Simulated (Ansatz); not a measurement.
GdN, DFT, PBE, PAW with Ansatz's default frozen-core files, scalar-relativistic (Ansatz 0.2.0), run on 1 thread of Arm Neoverse V1 on a shared host.

The cell is COD entry 9008638, as deposited and not checked against the literature; nothing was relaxed. The listed cell was then made from it by scaling, straining or moving an atom.

Command: `ansatz run input.yaml --threads 1 --pin off --max-ram 3072MiB --backend cpu --events-out ev --progress --plain --runs-dir out`

```yaml
crystal:
  lattice:
    - [0.0, 2.474250799, 2.474250799]
    - [2.474250799, 0.0, 2.474250799]
    - [2.474250799, 2.474250799, 0.0]
  atoms:
    - { symbol: Gd, position: [0.0, 0.0, 0.0], spin: 7.0 }
    - { symbol: "N", position: [0.5, 0.5, 0.5] }
magnetization:
  spin_polarized: true
kpoints:
  mp_grid: { grid: [13, 13, 13] }
scf:
  occupations: { method: fermi_dirac, width: 0.05 }
hamiltonian:
  xc: pbe
  pseudopotentials: { kind: paw }
output:
  forces: true
  stress: true
  eigenvalues: true
  efg: { contact_densities: true }
```

How large is the problem that the program sets up?

84 irreducible k-points, 609 plane waves at Γ, 19 bands.

Estimate the wall time and the peak memory.

12 s of wall time for 11 SCF iterations, with a peak of 0.45 GiB. Times on shared machines scatter by tens of per cent.

And the same cell and mesh by LAPW (all electrons), asked for forces, stress, eigenvalues, on the same hardware?

68 s, peak memory 0.62 GiB.
